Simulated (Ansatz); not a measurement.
## Pb in Ansatz: the effect of functional

Pb:

```
CELL_PARAMETERS angstrom
0.00000 2.49141 2.49141
2.49141 0.00000 2.49141
2.49141 2.49141 0.00000
ATOMIC_POSITIONS crystal
Pb 0.00000 0.00000 0.00000
```

The cell isn't the ideal one: volume scaled by 1.02.

Alike in all runs:

* Program: Ansatz 0.2.0
* Task: single point
* Potentials or basis: Ansatz PAW
* k mesh: 9 × 9 × 9
* Occupations: fermi-dirac, width 0.05 eV
* Spin: no spin polarisation

| functional | cutoff | pressure (GPa) |
| --- | --- | --- |
| LDA | 420 eV (not typed: the program's choice for these potentials) | -3.0 |
| r2SCAN | 500 eV (not typed: the program's choice for these potentials) | ? |
| PBE | 420 eV (not typed: the program's choice for these potentials) | 1.3 |

Task: What does the run with functional r2SCAN give?

Result: Pressure 0.2 GPa.

Caveats: the PAW data sets come from PBE, with cores solved anew for the run's functional, which leaves a small shift of forces and pressure (some runs).
